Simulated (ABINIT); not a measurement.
The system is Sb.

```xyz
2
Lattice="2.1542 1.2437 3.7580 -2.1542 1.2437 3.7580 0.0000 -2.4875 3.7580" Properties=species:S:1:pos:R:3 pbc="T T T"
Sb    0.0000    0.0000    8.6416
Sb    0.0000    0.0000    2.6324
```

Base run:

```yaml
Program: ABINIT 10.8.3 (patched build)
Functional: PBE
Potentials_or_basis: PseudoDojo NC SR PBE v0.4.1 standard
Cutoff: 1088 eV
k_mesh: 6 × 6 × 6
Occupations: fermi-dirac, width 0.05 eV
Spin: no spin polarisation
```

Its results: band gap on the k mesh none (metal or under the smearing width); pressure 2.7 GPa; largest force 0.094 eV/Å.

Question: The run is repeated on the same cell with these changes: functional from PBE to PBEsol; potentials or basis from PseudoDojo NC SR PBE v0.4.1 standard to PseudoDojo NC SR PBEsol v0.4.1 standard; cutoff from 1088 eV to 980 eV. What comes out?

Answer: Band gap on the k mesh none (metal or under the smearing width); pressure -1.3 GPa; largest force 0.037 eV/Å.
